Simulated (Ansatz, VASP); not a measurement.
**Cu: VASP beside Ansatz**

INCAR

```
PREC = Accurate ; ENCUT = 520
EDIFF = 1E-8 ; ISMEAR = -1
SIGMA = 0.08 ; LREAL = F
LASPH = T ; NELM = 80
ALGO = Normal ; ISIF = 2
LWAVE = F ; LCHARG = F
GGA = PE ; LEFG = T
NBANDS = 12
```

KPOINTS

```
Automatic mesh
0
Gamma
  16 16 16
```

File POSCAR:

```
Cu
1.0
   -1.4134162538      1.4134162538      1.4134162538
    1.4134162538     -1.4134162538      1.4134162538
    1.4134162538      1.4134162538     -1.4134162538
Cu
1
Direct
    0.0000000000      0.0000000000      0.0000000000
```

Input for Ansatz:

```yaml
crystal:
  lattice:
    - [-1.4134162538, 1.4134162538, 1.4134162538]
    - [1.4134162538, -1.4134162538, 1.4134162538]
    - [1.4134162538, 1.4134162538, -1.4134162538]
  atoms:
    - { symbol: Cu, position: [0.0, 0.0, 0.0] }
kpoints:
  mp_grid: { grid: [16, 16, 16] }
scf:
  occupations: { method: fermi_dirac, width: 0.08 }
hamiltonian:
  xc: pbe
  pseudopotentials: { kind: paw }
output:
  forces: true
  stress: true
  eigenvalues: true
  efg: { contact_densities: true }
```

Change from the starting cell: volume scaled by 0.9405, PAW files.

Alike in both runs: task electric field gradients; functional PBE; k mesh 16 × 16 × 16; occupations fermi-dirac, width 0.08 eV; no spin polarisation.

```csv
,VASP,Ansatz
version,VASP 6.6.1,Ansatz 0.2.0
potentials or method,"VASP PAW PBE potentials, release 64 (Cu)","PAW with Ansatz's default frozen-core files, scalar-relativistic"
plane-wave cutoff (eV),520,420
valence electrons in the cell,11,19
```

```tsv
	VASP	Ansatz	Ansatz less VASP
pressure (GPa)	10.4	9.9	-0.55
Vzz of the field gradient on the site that differs most (V/Å²)	0.0	0.0	0.00
```

The two sets of potentials don't hold the same shells in valence.
